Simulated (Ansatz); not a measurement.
SrCl₂: frozen-core PAW against all-electron methods

```
CELL_PARAMETERS angstrom
0.00000 3.48550 3.48550
3.48550 0.00000 3.48550
3.48550 3.48550 0.00000
ATOMIC_POSITIONS crystal
Sr 0.00000 0.00000 0.00000
Cl 0.25000 0.25000 0.25000
Cl 0.75000 0.75000 0.75000
```

Atoms are numbered in the order listed.

The cell is COD entry 1541509, as deposited and not checked against the literature; nothing was relaxed.

All numbers are computed: DFT, PBE, PAW with Ansatz's default frozen-core files, scalar-relativistic (Ansatz 0.2.0); DFT, PBE, all-electron PAW with datasets made for the crystal, scalar-relativistic (Ansatz 0.2.0); DFT, PBE, all-electron LAPW, scalar-relativistic (Ansatz 0.2.0).

For PAW: a Γ-centred 8×8×8 k mesh, Fermi–Dirac smearing of 0.01 eV, cutoff 420 eV, no spin polarisation. The crystal-made all-electron datasets (AE datasets) take a cutoff of 220 eV at this cell. LAPW targets a basis error of 0.5 meV/atom. The Ansatz runs share mesh, smearing and spin set-up. Plane-wave (PAW) pressures include the program's estimate of the Pulay term.

Stress and pressure are positive in compression.

Levels count from the top of the valence band.

```tsv
quantity	PAW	AE datasets	LAPW
pressure (GPa)	1.08	1.08	1.08
band gap (eV)	5.353	5.353	5.352
highest filled level at K (eV)	-0.109	-0.109	-0.109
lowest empty level at K (eV)	5.957	5.958	5.957
highest filled level at X (eV)	0.000	0.000	0.000
lowest empty level at X (eV)	5.507	5.508	5.507
highest filled level at Γ (eV)	-0.335	-0.335	-0.335
lowest empty level at Γ (eV)	5.353	5.353	5.352
```
